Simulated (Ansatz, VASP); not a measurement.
# One calculation of GaN, two programs

The input INCAR:

```
SYSTEM = GaN
PREC = Accurate
ENCUT = 600
EDIFF = 1E-6
ISMEAR = 0
SIGMA = 0.01
LREAL = .False.
LASPH = .True.
NELM = 100
ALGO = Normal
ISIF = 3
LWAVE = .False.
LCHARG = .False.
GGA = PE
IBRION = 2
NSW = 80
EDIFFG = -0.001
```

Contents of KPOINTS:

```
Automatic mesh
0
Gamma
  10 10 10
  0 0 0
```

Contents of POSCAR:

```
GaN
1.0
    0.0000000000      2.2742384894      2.2742384894
    2.2742384894      0.0000000000      2.2742384894
    2.2742384894      2.2742384894      0.0000000000
Ga N
1 1
Direct
    0.0000000000      0.0000000000      0.0000000000
    0.7500000000      0.7500000000      0.7500000000
```

Input for Ansatz:

```yaml
crystal:
  lattice:
    - [0.0, 2.2742384951, 2.2742384951]
    - [2.2742384951, 0.0, 2.2742384951]
    - [2.2742384951, 2.2742384951, 0.0]
  atoms:
    - { symbol: Ga, position: [0.0, 0.0, 0.0] }
    - { symbol: "N", position: [0.75, 0.75, 0.75] }
basis:
  ecutwfc: 420
kpoints:
  mp_grid: { grid: [10, 10, 10] }
hamiltonian:
  xc: pbe
scf:
  occupations: { method: fixed }
output:
  forces: true
  stress: true
  eigenvalues: true
  write_density: true
  write_potential: true
  elf: true
  volumetric_format: npy
relax:
  adjacent_minimum: "off"
  f_tol: 0.001
  max_steps: 60
  cell: { stress_tol: 0.01 }
```

Alike in both runs: task relaxation of cell and atoms; functional PBE; k mesh 10 × 10 × 10; no spin polarisation.

|  | VASP | Ansatz |
| --- | --- | --- |
| version | VASP 6.6.1 | Ansatz 0.2.0 |
| potentials or method | VASP PAW PBE potentials, release 64 (Ga_d, N) | scalar-relativistic, plane waves, PAW |
| plane-wave cutoff (eV) | 600 | 420 |
| occupations | gaussian, width 0.01 eV | fixed |
| valence electrons in the cell | 18 | 18 |

Ansatz gave:

```
gap on the k mesh at the Fermi level, each at its own relaxed structure (eV) : 1.54
relaxed volume (Å³/atom)                                                     : 11.76
relaxed cell length with the largest relative difference (Å)                 : 3.216
```

Task: Estimate VASP's values.

Result: gap on the k mesh at the Fermi level, each at its own relaxed structure (eV): 1.55; relaxed volume (Å³/atom): 11.76; relaxed cell length with the largest relative difference (Å): 3.216.
